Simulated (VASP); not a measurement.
Write an ASE script for VASP 6.6.1 that does the following.

- Task: equation of state
- Functional: LDA
- Potentials or basis: VASP PAW LDA potentials, release 64 (Ti_sv, C_h)
- Cutoff: 900 eV
- k mesh: 11 × 11 × 11
- Occupations: fermi-dirac, width 0.05 eV
- Spin: no spin polarisation
- Further INCAR settings: ALGO = Normal; EDIFF = 1.00e-06

The structure of TiC lies in TiC.cif:

```cif
data_TiC
_cell_length_a 3.06278896
_cell_length_b 3.06278896
_cell_length_c 3.06278896
_cell_angle_alpha 60.00000000
_cell_angle_beta 60.00000000
_cell_angle_gamma 60.00000000
_space_group_name_H-M_alt 'P1'
_space_group_name_Hall 'P 1'
_space_group_IT_number 1
loop_
_space_group_symop_operation_xyz
'x,y,z'
loop_
_atom_site_label
_atom_site_type_symbol
_atom_site_symmetry_multiplicity
_atom_site_Wyckoff_symbol
_atom_site_fract_x
_atom_site_fract_y
_atom_site_fract_z
_atom_site_occupancy
Ti1 Ti 1 a 0.0000000000 0.0000000000 0.0000000000 1
C1 C 1 a 0.5000000000 0.5000000000 0.5000000000 1
```

The cell is a database's computed one.

One way to write it, as run:

run.py

```python
from ase.calculators.vasp import Vasp
from ase.eos import EquationOfState
from ase.io import Trajectory
from ase.io import read
from ase.units import GPa

atoms = read('TiC.cif')
calc = Vasp(
    directory='calc',
    xc='lda',
    pp='LDA',
    setups={'base': 'minimal', 'Ti': '_sv', 'C': '_h'},
    prec='Accurate',
    encut=900,
    ediff=1e-06,
    ismear=-1,
    sigma=0.05,
    lreal=False,
    lasph=True,
    nelm=100,
    algo='Normal',
    isif=2,
    lwave=False,
    lcharg=False,
    kpts=[11, 11, 11],
    gamma=True,
)
atoms.calc = calc
cell = atoms.cell.copy()
volumes, energies = [], []
traj = Trajectory('eos.traj', 'w')
for x in [0.94, 0.96, 0.98, 1.0, 1.02, 1.04, 1.06]:
    atoms.set_cell(cell * x ** (1 / 3), scale_atoms=True)
    volumes.append(atoms.get_volume())
    energies.append(atoms.get_potential_energy())
    traj.write(atoms)
    print(f'{x:5.2f} {volumes[-1]:12.5f} {energies[-1]:14.6f}')

v0, e0, B = EquationOfState(volumes, energies, eos='vinet').fit()
print(f'V0 = {v0:.4f} A^3, E0 = {e0:.6f} eV, B = {B / GPa:.2f} GPa')
```

Potentials or basis: VASP PAW LDA potentials, release 64 (Ti_sv, C_h).

Command:

```console
$ python run.py
```

It gave:

```yaml
Equilibrium_volume: 9.70 Å³/atom
Bulk_modulus: 281 GPa
Pressure_derivative_of_the_bulk_modulus: 4.0
```

Caveat: the cutoff is under 1.25 times the usual one of these potentials, so pressure, stress and relaxed cells hold a basis-set (Pulay) error.

Run time: 110 s on 1 thread of AMD EPYC 9R45 96-Core Processor (Zen 5), with other jobs on the host, peak memory 0.15 GiB.
